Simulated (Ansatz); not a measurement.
CsSnBr3:

```xyz
5
Lattice="5.8390 0.0000 0.0000 0.0000 5.8390 0.0000 0.0000 0.0000 5.8390" Properties=species:S:1:pos:R:3 pbc="T T T"
Cs    0.0000    0.0000    0.0000
Sn    2.9195    2.9195    2.9195
Br    0.0000    2.9195    2.9195
Br    2.9195    2.9195    0.0000
Br    2.9195    0.0000    2.9195
```

The cell is a database's computed one.

- Program: Ansatz 0.2.0
- Task: relaxation of cell and atoms
- Functional: BLYP
- Potentials or basis: Ansatz PAW
- Cutoff: 420 eV (not typed: the program's choice for these potentials)
- k mesh: 5 × 5 × 5
- Occupations: fermi-dirac, width 0.05 eV
- Spin: no spin polarisation

At the start: volume 39.81 Å³/atom.

**Question.** Where does the relaxation end?

**Answer.** It ends after 5 steps and the volume is 43.86 Å³/atom (+10.2 %); space group Pm-3m (No. 221, to 0.05 Å).

The path:
```csv
step,energy change (eV),largest force (eV/Å),volume (Å³)
1,0.0000,0.0000,199.08
2,-0.0900,0.0000,209.71
3,-0.1126,0.0000,217.90
4,-0.1130,0.0000,219.32
5,-0.1145,0.0000,219.32
```

Final structure:
```
Cs Sn Br
1.0
     6.03057    0.00000    0.00000
     0.00000    6.03057    0.00000
     0.00000    0.00000    6.03057
Cs Sn Br
1 1 3
Direct
  0.00000 0.00000 0.00000
  0.50000 0.50000 0.50000
  0.00000 0.50000 0.50000
  0.50000 0.50000 0.00000
  0.50000 0.00000 0.50000
```

Caveat: the plane-wave basis is chosen anew once the cell has moved, so the energies of steps on either side of that aren't comparable; the PAW data sets come from PBE, with cores solved anew for the run's functional, which leaves a small shift of forces and pressure.
